**Ni₃Si under isotropic strain: asymmetry of energy and stress**

The table holds the energy change, volume change and stress of cubic Ni₃Si (Cu₃Au type) at seven isotropic strains from −4.5 to +4.5 %, from plane-wave PAW calculations with PBEsol, scalar-relativistic and without spin polarisation. The program forms bulk moduli between rows, splits the energy into even and odd parts, and tests the estimate $E\approx-3P_0V_0\varepsilon+\tfrac92B_0V_0\varepsilon^2[1-(B'-1)\varepsilon]$ with $B_0$ and $B'$ taken from the three central stresses. The modulus falls smoothly from about 398.5 to 136.5 GPa, with $B_0=241.5$ GPa and $B'=4.72$ at the centre. The estimate meets the energies within 0.3 meV/atom up to 3 % strain and is low by 1.5 and 1.9 meV/atom at the two ends. The integrated stress differs from the tabulated energies by about 0.2 meV/atom at most, a difference traced to the smearing term.

Ni3Si in the cubic Cu3Au structure (4-atom cell, unstrained a = 3.461 Å) under equal strain along all axes, computed with Ansatz 0.2.0 using PBEsol, plane-wave PAW, scalar-relativistic, without spin polarisation. The cutoff is 420 eV, the k mesh 16×16×16 and the Gaussian smearing 0.1 eV. Energies are extrapolated to zero smearing, and stress is positive in compression.

## The fit in Python

```python
# Table: Ni3Si (Cu3Au type) under isotropic strain: energy change, volume change and stress,
# Ansatz plane-wave PAW, PBEsol, no spin polarisation. Tested: asymmetry of compression and
# expansion, softening, energy-stress consistency, one unfitted energy estimate from the stresses.
T = {
    'strain_series': [-4.5, -3.0, -1.5, 0.0, 1.5, 3.0, 4.5],  # %
    'energy_change_curve': [167.3, 70.1, 16.4, 0.0, 15.1, 56.8, 120.9],  # meV/atom
    'volume_change_curve': [-12.9, -8.73, -4.43, 0.0, 4.57, 9.27, 14.12],  # %
    'c_over_a_curve': [1, 1, 1, 1, 1, 1, 1],
    'stress_xx_curve': [45.77, 27.14, 12.07, -0.05, -9.7, -17.32, -23.24],  # GPa
}
import numpy as np
from scipy.constants import e as qe
from numpy.polynomial import Polynomial as Poly
s = np.array(T['strain_series'], float); eps = s/100
E = np.array(T['energy_change_curve'], float); P = np.array(T['stress_xx_curve'], float)
dV = np.array(T['volume_change_curve'], float)
# further outputs of the same runs: volume per atom and edge at zero strain; rows -4.5 to +3.0 %
V0, a0, sig = 10.36662, 3.461, 0.1
F = np.array([-18037.8664, -18038.2557, -18038.4704, -18038.5364, -18038.4762, -18038.3096])
TS = np.array([0.0085926, 0.0090328, 0.0094728, 0.0099095, 0.010341, 0.010765])
ov = np.array([0.30767, 0.28703, 0.26798, 0.25036, 0.23403, 0.21887])
u = 1e-21/qe*1e3  # meV per GPa A^3
i0 = int(np.argmin(abs(s))); x = 3*np.log1p(eps)
row = lambda v, f: ' '.join(f % k for k in v)
print('rounding: energy 0.05 meV/atom, stress 0.005 GPa, volume 0.005 %')
print('volume change minus (1+e)^3-1, largest: %.4f %%; c/a values: %s' % (abs(dV-100*((1+eps)**3-1)).max(), sorted(set(T['c_over_a_curve']))))
B = -np.diff(P)/np.diff(x); Pm = (P[1:]+P[:-1])/2; Bp = np.diff(B)/np.diff(Pm)
print('B = -dP/dlnV between rows, low to high strain (GPa):', row(B, '%.1f'))
print('  rounding uncertainty up to %.2f GPa; first/last = %.2f' % (0.01/np.diff(x).min(), B[0]/B[-1]))
print('  ratio of successive B:', row(B[1:]/B[:-1], '%.3f'))
print("  B' = dB/dP at inner rows:", row(Bp, '%.2f'), '(rounding up to %.2f)' % (0.02/np.diff(x).min()/abs(np.diff(Pm)).min()))
print('  stress steps (GPa):', row(np.diff(P), '%.2f'))
c2, c1, c0 = np.polyfit(x[i0-1:i0+2], P[i0-1:i0+2], 2)  # exact parabola through three rows
B0 = -c1; B1 = 2*c2/B0; P0 = P[i0]
pp = Poly.fit(x, P, len(x)-1); B7 = -pp.deriv()(0)
print("three central rows: B0 = %.1f GPa, B' = %.2f; curve through all rows: %.1f GPa, %.2f" % (B0, B1, B7, pp.deriv(2)(0)/B7))
print('zero stress lies at strain %.4f %%' % (100*P0/(3*B0)))
K = 4.5*B0*V0*u; lin = -3*P0*V0*u*eps
Eh = K*eps**2; Em = lin + Eh*(1-(B1-1)*eps)
g = Poly.fit(eps, -3*V0*u*(1+eps)**2*P, len(eps)-1).integ(); Ei = g(eps)-g(0)
print('(9/2) B0 V0 = %.1f eV/atom; energies below in meV/atom' % (K/1e3))
print('strain %  table  harmonic  table-harm  with cubic  table-cubic  stress integral  table-integral')
for k in range(len(s)):
    print('%6.1f %8.1f %8.1f %9.1f %11.1f %11.1f %13.2f %14.2f' % (s[k], E[k], Eh[k], E[k]-Eh[k], Em[k], E[k]-Em[k], Ei[k], E[k]-Ei[k]))
w = int(np.argmax(abs(E-Em)))
print('worst row of cubic estimate: %.1f %%, %.1f meV/atom (%.1f %%)' % (s[w], E[w]-Em[w], 100*(E[w]-Em[w])/E[w]))
print('|strain| %  E(-)-E(+)  E(-)/E(+)  even  even estimate  odd  odd estimate  residual-stress part')
for j in (1, 2, 3):
    a, b = i0-j, i0+j
    print('%6.1f %11.1f %10.3f %8.2f %9.2f %9.2f %9.2f %12.2f' % (s[b], E[a]-E[b], E[a]/E[b], (E[a]+E[b])/2, Eh[b], (E[a]-E[b])/2, (Em[a]-Em[b])/2, -lin[b]))
print('|strain| %  stress ratio |P(-)/P(+)|  area factor  ratio left over')
for j in (1, 2, 3):
    a, b = i0-j, i0+j; r = abs(P[a]/P[b]); A = ((1+eps[b])/(1+eps[a]))**2
    print('%6.1f %18.3f %18.3f %12.3f' % (s[b], r, A, r/A))
dF = (F-F[i0])/4*1e3; n = len(F); N = 2*TS/sig**2; L = np.log((1+eps[n-1])/(1+eps[0]))
print('further outputs, rows -4.5 to +3.0 %:')
print('  free energy change (meV/atom):', row(dF, '%.2f'))
print('  free energy minus stress integral:', row(dF-Ei[:n], '%.2f'))
print('  smearing term TS/2 relative to zero strain (meV/atom):', row((TS-TS[i0])/8*1e3, '%.2f'))
print('  states at Fermi level, 2TS/width^2 (per eV, cell):', row(N, '%.2f'))
print('  ratio of successive values:', row(N[1:]/N[:-1], '%.3f'), '; overall a^%.1f' % (np.log(N[-1]/N[0])/L))
print('  band overlap, successive ratios:', row(ov[1:]/ov[:-1], '%.3f'), '; overall a^%.1f' % (np.log(ov[-1]/ov[0])/L))
print('neighbour distance a/sqrt2 (A):', row(a0*(1+eps)/2**0.5, '%.3f'))
print('rough recalled measured edge 3.5 A is about %+.0f %% strain; B from 0 to +1.5 %% is %.0f %% below B0' % (100*(3.5/a0-1), 100*(1-B[i0]/B0)))
assert np.all(np.diff(P) < 0) and np.all(np.diff(B) < 0)
assert all(E[i0-j] > E[i0+j] for j in (1, 2, 3))
assert 3.5 < B1 < 6
assert abs(E-Ei).max() < 0.6
```

Printed output:

```
rounding: energy 0.05 meV/atom, stress 0.005 GPa, volume 0.005 %
volume change minus (1+e)^3-1, largest: 0.0034 %; c/a values: [1]
B = -dP/dlnV between rows, low to high strain (GPa): 398.5 327.3 267.3 216.0 173.1 136.5
  rounding uncertainty up to 0.23 GPa; first/last = 2.92
  ratio of successive B: 0.822 0.817 0.808 0.801 0.788
  B' = dB/dP at inner rows: 4.22 4.42 4.71 4.97 5.41 (rounding up to 0.07)
  stress steps (GPa): -18.63 -15.07 -12.12 -9.65 -7.62 -5.92
three central rows: B0 = 241.5 GPa, B' = 4.72; curve through all rows: 240.2 GPa, 4.74
zero stress lies at strain -0.0069 %
(9/2) B0 V0 = 70.3 eV/atom; energies below in meV/atom
strain %  table  harmonic  table-harm  with cubic  table-cubic  stress integral  table-integral
  -4.5    167.3    142.4      24.9       165.8         1.5        167.51          -0.21
  -3.0     70.1     63.3       6.8        70.0         0.1         70.20          -0.10
  -1.5     16.4     15.8       0.6        16.6        -0.2         16.50          -0.10
   0.0      0.0      0.0       0.0         0.0         0.0          0.00           0.00
   1.5     15.1     15.8      -0.7        15.1         0.0         15.03           0.07
   3.0     56.8     63.3      -6.5        56.5         0.3         56.68           0.12
   4.5    120.9    142.4     -21.5       119.0         1.9        120.71           0.19
worst row of cubic estimate: 4.5 %, 1.9 meV/atom (1.6 %)
|strain| %  E(-)-E(+)  E(-)/E(+)  even  even estimate  odd  odd estimate  residual-stress part
   1.5         1.3      1.086    15.75     15.82      0.65      0.74        -0.15
   3.0        13.3      1.234    63.45     63.28      6.65      6.76        -0.29
   4.5        46.4      1.384   144.10    142.38     23.20     23.38        -0.44
|strain| %  stress ratio |P(-)/P(+)|  area factor  ratio left over
   1.5              1.244              1.062        1.172
   3.0              1.567              1.128        1.390
   4.5              1.969              1.197        1.645
further outputs, rows -4.5 to +3.0 %:
  free energy change (meV/atom): 167.50 70.17 16.50 0.00 15.05 56.70
  free energy minus stress integral: -0.01 -0.02 -0.00 0.00 0.02 0.02
  smearing term TS/2 relative to zero strain (meV/atom): -0.16 -0.11 -0.05 0.00 0.05 0.11
  states at Fermi level, 2TS/width^2 (per eV, cell): 1.72 1.81 1.89 1.98 2.07 2.15
  ratio of successive values: 1.051 1.049 1.046 1.044 1.041 ; overall a^3.0
  band overlap, successive ratios: 0.933 0.934 0.934 0.935 0.935 ; overall a^-4.5
neighbour distance a/sqrt2 (A): 2.337 2.374 2.411 2.447 2.484 2.521 2.557
rough recalled measured edge 3.5 A is about +1 % strain; B from 0 to +1.5 % is 11 % below B0
```
